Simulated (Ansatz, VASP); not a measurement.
Ru in VASP and in Ansatz

Contents of INCAR:

```
SYSTEM = Ru
PREC     = Accurate       ! precision mode
ENCUT    = 600            ! plane-wave cutoff, eV
EDIFF    = 1E-6           ! SCF threshold, eV
ISMEAR   = -1             ! smearing method
SIGMA    = 0.1            ! smearing width, eV
LREAL    = .FALSE.        ! projectors in reciprocal space
LASPH    = .TRUE.         ! aspherical terms in the spheres
NELM     = 80             ! most SCF steps
ALGO     = Normal         ! electronic algorithm
ISIF     = 3              ! what is computed and relaxed
LWAVE    = .FALSE.        ! write WAVECAR
LCHARG   = .FALSE.        ! write CHGCAR
GGA      = PE             ! functional
IBRION   = 2              ! ionic algorithm
NSW      = 60             ! ionic steps
EDIFFG   = -0.005         ! ionic threshold
```

KPOINTS

```
regular mesh
0
G
  18 18 10
  0 0 0
```

File POSCAR:

```
Ru
1.0
    2.6974396414      0.0000000000      0.0000000000
   -1.3487198207      2.3360512546      0.0000000000
    0.0000000000      0.0000000000      4.3698522191
Ru
2
Direct
    0.3333333333      0.6666666667      0.2500000000
    0.6666666667      0.3333333333      0.7500000000
```

Input for Ansatz:

```yaml
crystal:
  lattice:
    - [2.6974396414, 0.0, 0.0]
    - [-1.3487198207, 2.3360512546, 0.0]
    - [0.0, 0.0, 4.3698522191]
  atoms:
    - { symbol: Ru, position: [0.3333333333, 0.6666666667, 0.25] }
    - { symbol: Ru, position: [0.6666666667, 0.3333333333, 0.75] }
kpoints:
  mp_grid: { grid: [18, 18, 10] }
scf:
  occupations: { method: fermi_dirac, width: 0.1 }
hamiltonian:
  xc: pbe
  pseudopotentials: { kind: paw }
output:
  forces: true
  stress: true
relax:
  f_tol: 0.005
  max_steps: 40
  cell: {}
```

Alike in both runs: task relaxation of cell and atoms; functional PBE; k mesh 18 × 18 × 10; occupations fermi-dirac, width 0.1 eV; no spin polarisation.

```csv
,VASP,Ansatz
version,VASP 6.6.1,Ansatz 0.2.0
potentials or method,"VASP PAW PBE potentials, release 64 (Ru_pv)","PAW with Ansatz's default frozen-core files, scalar-relativistic"
plane-wave cutoff (eV),600,420
valence electrons in the cell,28,32
```

|  | VASP | Ansatz | Ansatz less VASP |
| --- | --- | --- | --- |
| relaxed volume (Å³/atom) | 13.77 | 13.77 | +0.008 |
| relaxed cell length with the largest relative difference (Å) | 2.721 | 2.721 | +0.0005 |
| energy change over the relaxation (meV/atom) | -8 | -8 | 0.0 |

The two sets of potentials don't hold the same shells in valence.
